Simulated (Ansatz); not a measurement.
# NaCl: the cost of one run

Program: Ansatz 0.2.0. Level of theory: DFT PBE, scalar-relativistic, plane waves, PAW. These are calculated values, not measurements.

The COD cell was measured well above room temperature, so it is larger than a cold one.

## 1. The starting structure

Symmetry: Fm-3m, No. 225, cubic system. The conventional cell has a = 5.663 Å, b = 5.663 Å, c = 5.663 Å, α = 90.00°, β = 90.00°, γ = 90.00°. Na (site symmetry m-3m) has 6 Cl at 2.83 Å in its first shell of neighbours. Cl (site symmetry m-3m) is surrounded by 6 Na at 2.83 Å.

Structure file:

```xyz
2
Lattice="0.0000 2.8317 2.8317 2.8317 0.0000 2.8317 2.8317 2.8317 0.0000" Properties=species:S:1:pos:R:3 pbc="T T T"
Na    0.0000    0.0000    0.0000
Cl    2.8317    2.8317    2.8317
```

No relaxation comes first: the listed cell is the starting point.

## 2. The reference cell

The reference gives a free energy of -2569.5540 eV, pressure 0.42 GPa, largest force 0.000 eV/Å and gap on the mesh 5.06 eV. It was computed beforehand with the settings of the runs below.

## 3. Next: a tetragonal deformation path

At fixed volume and fractional coordinates, lengths along (0.000, 0.000, 1.000) are scaled against those across it; ρ is that ratio over its starting value.

## 4. At ρ = 0.707

input.yaml reads:

```yaml
crystal:
  lattice:
    - [0.0, 3.1786919196, 2.2473351872]
    - [3.1786919196, 0.0, 2.2473351872]
    - [3.1786919196, 3.1786919196, 0.0]
  atoms:
    - { symbol: Na, position: [0.0, 0.0, 0.0] }
    - { symbol: Cl, position: [0.5, 0.5, 0.5] }
basis:
  ecutwfc: 420
kpoints:
  mp_grid: { grid: [8, 8, 8] }
hamiltonian:
  xc: pbe
scf:
  occupations: { method: gaussian, width: 0.05 }
output:
  forces: true
  stress: true
  eigenvalues: true
```

Started as:

```console
$ ansatz run input.yaml --threads 1 --pin off --max-ram 2560MiB --backend cpu --events-out ev --progress --plain --runs-dir out
```

What time and memory should one allow on 1 thread of Arm Neoverse V1, shared host?

About 2 s, with a peak of 0.3 GiB.
